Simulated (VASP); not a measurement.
# BN (F-43m) in VASP: a series of runs

Aim: see how the results for BN move with the level of theory and the settings. Levels: LDA, PBEsol, RPBE. Tasks: band structure.

All numbers are computed with VASP 6.6.1; they aren't measurements. Logs are shortened: lines on timing, memory, paths and dates and some standing lists are left out, and cuts for length are marked.

**Experimental background.**

From a printed reference work, monograph, for a bulk crystal of BN at 300 K: band gap 6.4 eV (indirect).

How close the calculation comes is told below.

## (1) The crystal as given

It takes space group F-43m (No. 216, cubic). The conventional cell has a = 3.626 Å, b = 3.626 Å, c = 3.626 Å, α = 90.00°, β = 90.00°, γ = 90.00°. N (site symmetry -43m) is surrounded by 4 B at 1.57 Å. Around B (site symmetry -43m) lie 4 N at 1.57 Å.

The cell is a database's computed one.

## (2) Band structure, LDA

The input, POSCAR:

```
BN
1.0
    0.0000000000      1.8130010000      1.8130010000
    1.8130010000      0.0000000000      1.8130010000
    1.8130010000      1.8130010000      0.0000000000
N B
1 1
Direct
    0.2500000000      0.2500000000      0.2500000000
    0.0000000000      0.0000000000      0.0000000000
```

The input, INCAR.step1:

```
SYSTEM = BN
PREC = Accurate
ENCUT = 520
EDIFF = 1E-6
ISMEAR = -1
SIGMA = 0.05
LREAL = .FALSE.
LASPH = .TRUE.
NELM = 60
ALGO = Normal
ISIF = 2
LWAVE = .FALSE.
LCHARG = .TRUE.
```

The input, KPOINTS.step1:

```
Automatic mesh
0
G
  13 13 13
  0 0 0
```

The input, INCAR.step2:

```
SYSTEM = BN
PREC = Accurate
ENCUT = 520
EDIFF = 1E-6
ISMEAR = 0
SIGMA = 0.05
LREAL = .FALSE.
LASPH = .TRUE.
NELM = 60
ALGO = Normal
ISIF = 2
LWAVE = .FALSE.
LCHARG = .FALSE.
ICHARG = 11
```

The input, KPOINTS.step2:

```
path GXWKGLUWLK,UX
20
line-mode
reciprocal
 0.0000000000  0.0000000000  0.0000000000  G
 0.5000000000  0.0000000000  0.5000000000  X

 0.5000000000  0.0000000000  0.5000000000  X
 0.5000000000  0.2500000000  0.7500000000  W

 0.5000000000  0.2500000000  0.7500000000  W
 0.3750000000  0.3750000000  0.7500000000  K

 0.3750000000  0.3750000000  0.7500000000  K
 0.0000000000  0.0000000000  0.0000000000  G

 0.0000000000  0.0000000000  0.0000000000  G
 0.5000000000  0.5000000000  0.5000000000  L

 0.5000000000  0.5000000000  0.5000000000  L
 0.6250000000  0.2500000000  0.6250000000  U

 0.6250000000  0.2500000000  0.6250000000  U
 0.5000000000  0.2500000000  0.7500000000  W

 0.5000000000  0.2500000000  0.7500000000  W
 0.5000000000  0.5000000000  0.5000000000  L

 0.5000000000  0.5000000000  0.5000000000  L
 0.3750000000  0.3750000000  0.7500000000  K

 0.6250000000  0.2500000000  0.6250000000  U
 0.5000000000  0.0000000000  0.5000000000  X
```

Potentials or basis: VASP PAW LDA potentials, release 64 (N, B).

Launch:

```bash
$ cat potpaw_LDA.64/N/POTCAR potpaw_LDA.64/B/POTCAR > POTCAR
$ cp INCAR.step1 INCAR
$ cp KPOINTS.step1 KPOINTS
$ mpirun -np 1 vasp_std > vasp.out
$ cp INCAR.step2 INCAR
$ cp KPOINTS.step2 KPOINTS
$ mpirun -np 1 vasp_std > vasp.out
```

OUTCAR:

```text
SYSTEM = BN
   PREC = Accurate
   ENCUT = 520
   EDIFF = 1E-6
   ISMEAR = 0
   LREAL = .FALSE.
   LASPH = .TRUE.
   NELM = 60
   ISIF = 2
   ICHARG = 11

 ion  position               nearest neighbor table
   1  0.250  0.250  0.250-   2 1.57   2 1.57   2 1.57   2 1.57
   2  0.000  0.000  0.000-   1 1.57   1 1.57   1 1.57   1 1.57

  LATTYP: Found a face centered cubic cell.
 ALAT       =     3.6260020000

  Lattice vectors:

 A1 = (   0.0000000000,   1.8130010000,   1.8130010000)
 A2 = (   1.8130010000,   0.0000000000,   1.8130010000)
 A3 = (   1.8130010000,   1.8130010000,   0.0000000000)

Analysis of symmetry for initial positions (statically):
=====================================================================
 Subroutine PRICEL returns:
 Original cell was already a primitive cell.

 Routine SETGRP: Setting up the symmetry group for a
 face centered cubic supercell.

 Subroutine GETGRP returns: Found 24 space group operations
 (whereof 24 operations were pure point group operations)
 out of a pool of 48 trial point group operations.

The static configuration has the point symmetry T_d .

Analysis of symmetry for dynamics (positions and initial velocities):
=====================================================================
 Subroutine PRICEL returns:
 Original cell was already a primitive cell.

 Routine SETGRP: Setting up the symmetry group for a
 face centered cubic supercell.

 Subroutine GETGRP returns: Found 24 space group operations
 (whereof 24 operations were pure point group operations)
 out of a pool of 48 trial point group operations.

The dynamic configuration has the point symmetry T_d .

 Subroutine INISYM returns: Found 24 space group operations
 (whereof 24 operations are pure point group operations),
 and found     1 'primitive' translations

----------------------------------------------------------------------------------------

                                     Primitive cell

  volume of cell :      11.9186

  direct lattice vectors                    reciprocal lattice vectors
     0.000000000  1.813001000  1.813001000    -0.275785838  0.275785838  0.275785838
     1.813001000  0.000000000  1.813001000     0.275785838 -0.275785838  0.275785838
     1.813001000  1.813001000  0.000000000     0.275785838  0.275785838 -0.275785838

  length of vectors
     2.563970603  2.563970603  2.563970603     0.477675083  0.477675083  0.477675083

  position of ions in fractional coordinates (direct lattice)
     0.250000000  0.250000000  0.250000000
     0.000000000  0.000000000  0.000000000

  ion indices of the primitive-cell ions
   primitive index   ion index
                 1           1
                 2           2

----------------------------------------------------------------------------------------

 KPOINTS: path GXWKGLUWLK,UX

Interpolating k-points between supplied coordinates.

 Line segments in fractional coordinates (reciprocal lattice):
    0.000000  0.000000  0.000000  ...  0.500000  0.000000  0.500000
    0.500000  0.000000  0.500000  ...  0.500000  0.250000  0.750000
    0.500000  0.250000  0.750000  ...  0.375000  0.375000  0.750000
    0.375000  0.375000  0.750000  ...  0.000000  0.000000  0.000000
    0.000000  0.000000  0.000000  ...  0.500000  0.500000  0.500000
    0.500000  0.500000  0.500000  ...  0.625000  0.250000  0.625000
    0.625000  0.250000  0.625000  ...  0.500000  0.250000  0.750000
    0.500000  0.250000  0.750000  ...  0.500000  0.500000  0.500000
    0.500000  0.500000  0.500000  ...  0.375000  0.375000  0.750000
    0.625000  0.250000  0.625000  ...  0.500000  0.000000  0.500000

 Generated    20 points on each line segment, for a total of    200 k-points:

 Following reciprocal coordinates:
            Coordinates               Weight
  0.000000  0.000000  0.000000      0.005000
  0.026316  0.000000  0.026316      0.005000
  0.052632  0.000000  0.052632      0.005000
  0.078947  0.000000  0.078947      0.005000
  0.105263  0.000000  0.105263      0.005000
  0.131579  0.000000  0.131579      0.005000
[... 51 lines left out ...]
      2       6.7549      2.00000
      3       6.7796      2.00000
      4       6.7796      2.00000
      5      15.6090      0.00000
      6      16.5741      0.00000
      7      16.5741      0.00000
      8      18.1227      0.00000

 k-point     5 :       0.1053    0.0000    0.1053
  band No.  band energies     occupation
      1     -12.3338      2.00000
      2       6.3832      2.00000
      3       6.4466      2.00000
      4       6.4466      2.00000
      5      15.4182      0.00000
      6      17.0323      0.00000
      7      17.0323      0.00000
      8      18.4479      0.00000

 k-point     6 :       0.1316    0.0000    0.1316
  band No.  band energies     occupation
      1     -12.1345      2.00000
      2       5.9388      2.00000
      3       6.0690      2.00000
      4       6.0690      2.00000
      5      15.2001      0.00000
      6      17.5693      0.00000
      7      17.5693      0.00000
      8      18.7662      0.00000

 k-point     7 :       0.1579    0.0000    0.1579
  band No.  band energies     occupation
      1     -11.8926      2.00000
      2       5.4366      2.00000
      3       5.6672      2.00000
      4       5.6672      2.00000
      5      14.9571      0.00000
      6      18.1635      0.00000
      7      18.1635      0.00000
      8      19.0206      0.00000
[... 133 lines left out ...]
 k-point    20 :       0.5000    0.0000    0.5000
  band No.  band energies     occupation
      1      -7.0857      2.00000
      2      -1.5506      2.00000
      3       2.3933      2.00000
      4       2.3933      2.00000
      5      11.6081      0.00000
      6      16.3683      0.00000
      7      24.8359      0.00000
      8      24.8359      0.00000

 k-point    21 :       0.5000    0.0000    0.5000
  band No.  band energies     occupation
      1      -7.0857      2.00000
      2      -1.5506      2.00000
      3       2.3933      2.00000
      4       2.3933      2.00000
      5      11.6081      0.00000
      6      16.3683      0.00000
      7      24.8359      0.00000
      8      24.8359      0.00000

 k-point    22 :       0.5000    0.0132    0.5132
  band No.  band energies     occupation
      1      -7.0836      2.00000
      2      -1.5459      2.00000
      3       2.3800      2.00000
      4       2.3831      2.00000
      5      11.6345      0.00000
      6      16.3882      0.00000
      7      24.8175      0.00000
      8      24.8326      0.00000

 k-point    23 :       0.5000    0.0263    0.5263
  band No.  band energies     occupation
      1      -7.0776      2.00000
      2      -1.5318      2.00000
      3       2.3407      2.00000
      4       2.3527      2.00000
      5      11.7133      0.00000
      6      16.4475      0.00000
      7      24.7627      0.00000
      8      24.8228      0.00000

 k-point    24 :       0.5000    0.0395    0.5395
  band No.  band energies     occupation
      1      -7.0675      2.00000
      2      -1.5084      2.00000
      3       2.2772      2.00000
      4       2.3027      2.00000
      5      11.8423      0.00000
      6      16.5455      0.00000
      7      24.6711      0.00000
      8      24.8056      0.00000

 [... further k-points ...]
[... 5 lines left out ...]
  --------------------------------------------------------------------------------------
  -------------------------------------------------------------------------------------
  Total       -1.6496692     -1.6496692     -1.6496692      0.0000000     -0.0000000      0.0000000
  in kB     -221.7600541   -221.7600541   -221.7600541      0.0000000     -0.0000000      0.0000000
  external PRESSURE =    -221.7600541 kB  Pullay stress =       0.0000000 kB

 VOLUME and BASIS-vectors are now :
 -----------------------------------------------------------------------------
  energy-cutoff  :      520.00
  volume of cell :       11.92
      direct lattice vectors                 reciprocal lattice vectors
     0.000000000  1.813001000  1.813001000    -0.275785838  0.275785838  0.275785838
     1.813001000  0.000000000  1.813001000     0.275785838 -0.275785838  0.275785838
     1.813001000  1.813001000  0.000000000     0.275785838  0.275785838 -0.275785838

 POSITION                                       TOTAL-FORCE (eV/Angst)
 -----------------------------------------------------------------------------------
      0.90650      0.90650      0.90650         0.000000      0.000000      0.000000
      0.00000      0.00000      0.00000        -0.000000     -0.000000     -0.000000
 -----------------------------------------------------------------------------------
    total drift:                               -0.000000     -0.000000     -0.000000

  FREE ENERGIE OF THE ION-ELECTRON SYSTEM (eV)
  ---------------------------------------------------
  free  energy   TOTEN  =       -20.0175327197 eV

  energy  without entropy=      -20.0175327197  energy(sigma->0) =      -20.01753272
```

It took 14 s on 1 thread of Intel Xeon Platinum 8259CL at 2.50GHz (Skylake/Cascade Lake), shared host; peak memory 0.12 GiB.

Results:

| Item | Value |
| --- | --- |
| Band gap on the k mesh | 4.41 eV, indirect (least direct gap 8.64 eV) |
| Band gap along the path | 4.33 eV, indirect (least direct gap 8.64 eV) |

Levels at the corners of the path, in eV from the valence-band top:
| point | band 1 | band 2 | band 3 | band 4 | band 5 | band 6 | band 7 | band 8 |
| --- | --- | --- | --- | --- | --- | --- | --- | --- |
| Γ | -19.97 | 0.00 | 0.00 | 0.00 | 8.64 | 8.64 | 8.64 | 10.29 |
| X | -14.36 | -8.83 | -4.88 | -4.88 | 4.33 | 9.09 | 17.56 | 17.56 |
| X | -14.36 | -8.83 | -4.88 | -4.88 | 4.33 | 9.09 | 17.56 | 17.56 |
| W | -14.04 | -7.47 | -6.96 | -6.50 | 9.39 | 13.12 | 14.19 | 14.52 |
| W | -14.04 | -7.47 | -6.96 | -6.50 | 9.39 | 13.12 | 14.19 | 14.52 |
| K | -14.27 | -8.03 | -7.66 | -4.06 | 6.76 | 12.68 | 15.53 | 16.39 |
| K | -14.27 | -8.03 | -7.66 | -4.06 | 6.76 | 12.68 | 15.53 | 16.39 |
| Γ | -19.97 | 0.00 | 0.00 | 0.00 | 8.64 | 8.64 | 8.64 | 10.29 |
| Γ | -19.97 | 0.00 | 0.00 | 0.00 | 8.64 | 8.64 | 8.64 | 10.29 |
| L | -15.73 | -10.63 | -1.93 | -1.93 | 10.09 | 10.51 | 10.51 | 14.92 |
| L | -15.73 | -10.63 | -1.93 | -1.93 | 10.09 | 10.51 | 10.51 | 14.92 |
| U | -14.27 | -8.03 | -7.66 | -4.06 | 6.76 | 12.68 | 15.53 | 16.39 |
| U | -14.27 | -8.03 | -7.66 | -4.06 | 6.76 | 12.68 | 15.53 | 16.39 |
| W | -14.04 | -7.47 | -6.96 | -6.50 | 9.39 | 13.12 | 14.19 | 14.52 |
| W | -14.04 | -7.47 | -6.96 | -6.50 | 9.39 | 13.12 | 14.19 | 14.52 |
| L | -15.73 | -10.63 | -1.93 | -1.93 | 10.09 | 10.51 | 10.51 | 14.92 |
| L | -15.73 | -10.63 | -1.93 | -1.93 | 10.09 | 10.51 | 10.51 | 14.92 |
| K | -14.27 | -8.03 | -7.66 | -4.06 | 6.76 | 12.68 | 15.53 | 16.39 |
| U | -14.27 | -8.03 | -7.66 | -4.06 | 6.76 | 12.68 | 15.53 | 16.39 |
| X | -14.36 | -8.83 | -4.88 | -4.88 | 4.33 | 9.09 | 17.56 | 17.56 |

Caveat: the log is that of the step along the path at fixed density, whose energy, stress, charges and moments have no meaning.

## (3) Band structure, PBEsol

POSCAR is that of step 2.

The input, INCAR.step1:

```
SYSTEM = BN
ALGO = Normal
EDIFF = 1E-7
ENCUT = 520
GGA = PS
ISIF = 2
ISMEAR = -1
LASPH = .TRUE.
LCHARG = .TRUE.
LREAL = .FALSE.
LWAVE = .FALSE.
NBANDS = 11
NELM = 60
PREC = Accurate
SIGMA = 0.05
```

The input, KPOINTS.step1:

```
k-points
0
G
  13 13 13
  0 0 0
```

The input, INCAR.step2:

```
SYSTEM = BN
ALGO = Normal
EDIFF = 1E-7
ENCUT = 520
GGA = PS
ICHARG = 11
ISIF = 2
ISMEAR = 0
LASPH = .TRUE.
LCHARG = .FALSE.
LREAL = .FALSE.
LWAVE = .FALSE.
NBANDS = 11
NELM = 60
PREC = Accurate
SIGMA = 0.05
```

KPOINTS.step2 is that of step 2.

Potentials or basis: VASP PAW PBE potentials, release 64 (N, B).

Launch:

```bash
$ cat potpaw_PBE.64/N/POTCAR potpaw_PBE.64/B/POTCAR > POTCAR
$ cp INCAR.step1 INCAR
$ cp KPOINTS.step1 KPOINTS
$ mpirun -np 1 vasp_std > vasp.out
$ cp INCAR.step2 INCAR
$ cp KPOINTS.step2 KPOINTS
$ mpirun -np 1 vasp_std > vasp.out
```

Wall time 19 s (1 thread of Intel Xeon Platinum 8259CL at 2.50GHz (Skylake/Cascade Lake), shared host); peak memory 0.13 GiB.

Results (log left out):

```yaml
Band_gap_on_the_k_mesh: 4.34 eV, indirect (least direct gap 8.72 eV)
Band_gap_along_the_path: 4.27 eV, indirect (least direct gap 8.72 eV)
```

Levels at the corners of the path, in eV from the valence-band top:
```csv
point,band 1,band 2,band 3,band 4,band 5,band 6,band 7,band 8,band 9
Γ,-20.15,0.00,0.00,0.00,8.72,8.72,8.72,10.12,24.34
X,-14.56,-8.91,-4.89,-4.89,4.27,9.04,17.74,17.74,20.46
X,-14.56,-8.91,-4.89,-4.89,4.27,9.04,17.74,17.74,20.46
W,-14.24,-7.56,-6.98,-6.52,9.40,13.15,14.27,14.51,19.04
W,-14.24,-7.56,-6.98,-6.52,9.40,13.15,14.27,14.51,19.04
K,-14.47,-8.11,-7.68,-4.07,6.72,12.68,15.66,16.50,18.40
K,-14.47,-8.11,-7.68,-4.07,6.72,12.68,15.66,16.50,18.40
Γ,-20.15,0.00,0.00,0.00,8.72,8.72,8.72,10.12,24.34
Γ,-20.15,0.00,0.00,0.00,8.72,8.72,8.72,10.12,24.34
L,-15.92,-10.69,-1.93,-1.93,9.97,10.57,10.57,14.98,23.05
L,-15.92,-10.69,-1.93,-1.93,9.97,10.57,10.57,14.98,23.05
U,-14.47,-8.11,-7.68,-4.07,6.72,12.68,15.66,16.50,18.40
U,-14.47,-8.11,-7.68,-4.07,6.72,12.68,15.66,16.50,18.40
W,-14.24,-7.56,-6.98,-6.52,9.40,13.15,14.27,14.51,19.04
W,-14.24,-7.56,-6.98,-6.52,9.40,13.15,14.27,14.51,19.04
L,-15.92,-10.69,-1.93,-1.93,9.97,10.57,10.57,14.98,23.05
L,-15.92,-10.69,-1.93,-1.93,9.97,10.57,10.57,14.98,23.05
K,-14.47,-8.11,-7.68,-4.07,6.72,12.68,15.66,16.50,18.40
U,-14.47,-8.11,-7.68,-4.07,6.72,12.68,15.66,16.50,18.40
X,-14.56,-8.91,-4.89,-4.89,4.27,9.04,17.74,17.74,20.46
```

Caveat: the log is that of the step along the path at fixed density, whose energy, stress, charges and moments have no meaning; the PAW data sets were made with another functional, which shifts forces and pressure a little.

## (4) Band structure, RPBE

POSCAR is that of step 3.

The input, INCAR.step1:

```
ALGO = Normal
EDIFF = 1E-6
ENCUT = 520
GGA = RP
ISIF = 2
ISMEAR = -1
LASPH = True
LCHARG = True
LREAL = False
LWAVE = False
NELM = 100
PREC = Accurate
SIGMA = 0.05
```

The input, KPOINTS.step1:

```
k-points
0
Gamma
  13 13 13
```

The input, INCAR.step2:

```
ALGO = Normal
EDIFF = 1E-6
ENCUT = 520
GGA = RP
ICHARG = 11
ISIF = 2
ISMEAR = 0
LASPH = True
LCHARG = False
LREAL = False
LWAVE = False
NELM = 100
PREC = Accurate
SIGMA = 0.05
```

Changes to KPOINTS.step2 since step 3:

```diff
@@ -1,3 +1,3 @@
 path GXWKGLUWLK,UX
-20
+10
 line-mode
```

Launch:

```bash
$ cat potpaw_PBE.64/N/POTCAR potpaw_PBE.64/B/POTCAR > POTCAR
$ cp INCAR.step1 INCAR
$ cp KPOINTS.step1 KPOINTS
$ mpirun -np 1 vasp_std > vasp.out
$ cp INCAR.step2 INCAR
$ cp KPOINTS.step2 KPOINTS
$ mpirun -np 1 vasp_std > vasp.out
```

Run time: 11 s. Hardware: 1 thread of Intel Xeon Platinum 8259CL at 2.50GHz (Skylake/Cascade Lake), shared host; peak memory 0.12 GiB.

The run converged. Its results:

* Band gap on the k mesh: 4.55 eV, indirect (least direct gap 8.83 eV)
* Band gap along the path: 4.48 eV, indirect (least direct gap 8.83 eV)

Levels at the corners of the path, in eV from the valence-band top:
| point | band 2 | band 3 | band 4 | band 5 | band 6 | band 7 |
| --- | --- | --- | --- | --- | --- | --- |
| Γ | 0.00 | 0.00 | 0.00 | 8.83 | 8.83 | 8.83 |
| X | -8.88 | -4.86 | -4.86 | 4.48 | 9.20 | 17.89 |
| X | -8.88 | -4.86 | -4.86 | 4.48 | 9.20 | 17.89 |
| W | -7.58 | -6.89 | -6.43 | 9.61 | 13.25 | 14.53 |
| W | -7.58 | -6.89 | -6.43 | 9.61 | 13.25 | 14.53 |
| K | -8.11 | -7.58 | -4.04 | 6.92 | 12.83 | 15.80 |
| K | -8.11 | -7.58 | -4.04 | 6.92 | 12.83 | 15.80 |
| Γ | 0.00 | 0.00 | 0.00 | 8.83 | 8.83 | 8.83 |
| Γ | 0.00 | 0.00 | 0.00 | 8.83 | 8.83 | 8.83 |
| L | -10.61 | -1.92 | -1.92 | 10.02 | 10.70 | 10.70 |
| L | -10.61 | -1.92 | -1.92 | 10.02 | 10.70 | 10.70 |
| U | -8.11 | -7.58 | -4.04 | 6.92 | 12.83 | 15.80 |
| U | -8.11 | -7.58 | -4.04 | 6.92 | 12.83 | 15.80 |
| W | -7.58 | -6.89 | -6.43 | 9.61 | 13.25 | 14.53 |
| W | -7.58 | -6.89 | -6.43 | 9.61 | 13.25 | 14.53 |
| L | -10.61 | -1.92 | -1.92 | 10.02 | 10.70 | 10.70 |
| L | -10.61 | -1.92 | -1.92 | 10.02 | 10.70 | 10.70 |
| K | -8.11 | -7.58 | -4.04 | 6.92 | 12.83 | 15.80 |
| U | -8.11 | -7.58 | -4.04 | 6.92 | 12.83 | 15.80 |
| X | -8.88 | -4.86 | -4.86 | 4.48 | 9.20 | 17.89 |

Caveat: the log is that of the step along the path at fixed density, whose energy, stress, charges and moments have no meaning; the PAW data sets were made with another functional, which shifts forces and pressure a little.

## (5) Overview

| level | potentials or basis | gap on the mesh (eV) |
| --- | --- | --- |
| LDA | VASP PAW LDA potentials, release 64 (N, B) | 4.41 |
| PBEsol | VASP PAW PBE potentials, release 64 (N, B) | 4.34 |
| RPBE | VASP PAW PBE potentials, release 64 (N, B) | 4.55 |

Alike in all rows: task band structure; no spin polarisation; cell as given; k mesh 13 × 13 × 13; cutoff (eV) 520; smearing fermi-dirac 0.05 eV.

Caveats: the PAW data sets were made with another functional, which shifts forces and pressure a little (some runs).

Absolute energies hang on the potentials; compare differences alone.

## (6) Against experiment

Step 2. A measured gap of BN is 6.4 eV (indirect; 300 K; a printed reference work, monograph); the calculated 4.33 eV misses it by -2.07 eV. The value is that of LDA, without temperature or zero-point motion. Semilocal functionals fall short of measured gaps as a rule. The cell is a database's relaxed one, not the measured one, which moves gaps too.

Step 3. Measured gap of BN: 6.4 eV (indirect; 300 K; a printed reference work, monograph). This calculation gives 4.27 eV (-2.13 eV). The value is that of PBEsol, without temperature or zero-point motion. Semilocal functionals fall short of measured gaps as a rule. The cell is a database's relaxed one, not the measured one, which moves gaps too.

Step 4. A measured gap of BN is 6.4 eV (indirect; 300 K; a printed reference work, monograph); the calculated 4.48 eV misses it by -1.92 eV. The value is that of RPBE, without temperature or zero-point motion. Semilocal functionals fall short of measured gaps as a rule. The cell is a database's relaxed one, not the measured one, which moves gaps too.
